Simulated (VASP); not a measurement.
From an Ansatz input to VASP: HgTe (strained zincblende)

Ansatz input

```yaml
crystal:
  lattice:
    - [0.0, 3.3220494652, 3.3220494652]
    - [3.3220494652, 0.0, 3.3220494652]
    - [3.3220494652, 3.3220494652, 0.0]
  atoms:
    - { symbol: Hg, position: [0.0, 0.0, 0.0] }
    - { symbol: Te, position: [0.25, 0.25, 0.25] }
kpoints:
  mp_grid: { grid: [6, 6, 6] }
  band_path:
    path:
      - [0.0, 0.0, 0.0]
      - [-0.5, -0.5, 0.0]
      - [-0.375, -0.375, 0.25]
      - [-0.375, 0.0, 0.375]
      - [0.0, 0.0, 0.5]
      - [-0.5, -0.25, 0.25]
    npoints: 1
hamiltonian:
  xc: pbe
scf:
  occupations: { method: fermi_dirac, width: 0.02 }
  n_extra_bands: 4
output:
  forces: true
  stress: true
  eigenvalues: true
```

**Question.** Write VASP inputs for this cell and level of theory.

**Answer.** 

INCAR

```
PREC = Accurate
LREAL = .FALSE.
ENCUT = 520
LWAVE = .FALSE.
EDIFF = 1E-7
ISMEAR = -1
LASPH = .TRUE.
LELF = .TRUE.
SIGMA = 0.02
NSW = 0
GGA = PE
NBANDS = 16
IBRION = -1
ISIF = 2
NELM = 120
LCHARG = .TRUE.
```

KPOINTS

```
KPOINTS created by Atomic Simulation Environment
0
Gamma
6 6 6
0 0 0
```

KPOINTS_OPT

```
special points
6
Reciprocal
0.0000000000 0.0000000000 0.0000000000 1
-0.5000000000 -0.5000000000 0.0000000000 1
-0.3750000000 -0.3750000000 0.2500000000 1
-0.3750000000 0.0000000000 0.3750000000 1
0.0000000000 0.0000000000 0.5000000000 1
-0.5000000000 -0.2500000000 0.2500000000 1
```

POSCAR

```
Hg Te
 1.0000000000000000
     0.0000000000000000    3.3220494652000001    3.3220494652000001
     3.3220494652000001    0.0000000000000000    3.3220494652000001
     3.3220494652000001    3.3220494652000001    0.0000000000000000
 Hg  Te
   1   1
Cartesian
  0.0000000000000000  0.0000000000000000  0.0000000000000000
  1.6610247326000001  1.6610247326000001  1.6610247326000001
```

VASP ran with the recommended PBE PAW datasets (18 valence electrons in the cell). Other inputs would serve too.

|  | Ansatz | VASP |
| --- | --- | --- |
| gap between bands v and c | 0.00 eV | 0.00 eV |
| least direct gap | 0.00 eV | 0.00 eV |
| pressure | 0.2 GPa | 0.2 GPa |

Datasets and cutoffs are each program's own. VASP's cell holds 18 valence electrons and Ansatz's 36. Ansatz's stress includes a Pulay correction; VASP's doesn't.
